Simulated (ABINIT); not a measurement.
Ti:

```
Ti
1.0
     2.95000    0.00000    0.00000
    -1.47500    2.55477    0.00000
     0.00000    0.00000    4.68000
Ti
2
Direct
  0.66667 0.33333 0.75000
  0.33333 0.66667 0.25000
```

Base run:

```yaml
Program: ABINIT 10.8.3 (patched build)
Functional: PW91
Potentials_or_basis: JTH PAW PBE v2.0
Cutoff: 408 eV
k_mesh: 10 × 10 × 6
Occupations: fermi-dirac, width 0.05 eV
Spin: no spin polarisation
```

Its results: band gap on the k mesh none (metal or under the smearing width); pressure -1.8 GPa.

Problem. The run is repeated on the same cell with these changes: functional from PW91 to HCTH407. What comes out?

Solution. Band gap on the k mesh none (metal or under the smearing width); pressure -2.8 GPa.

Caveats: the PAW data sets were made with another functional, which shifts forces and pressure a little.
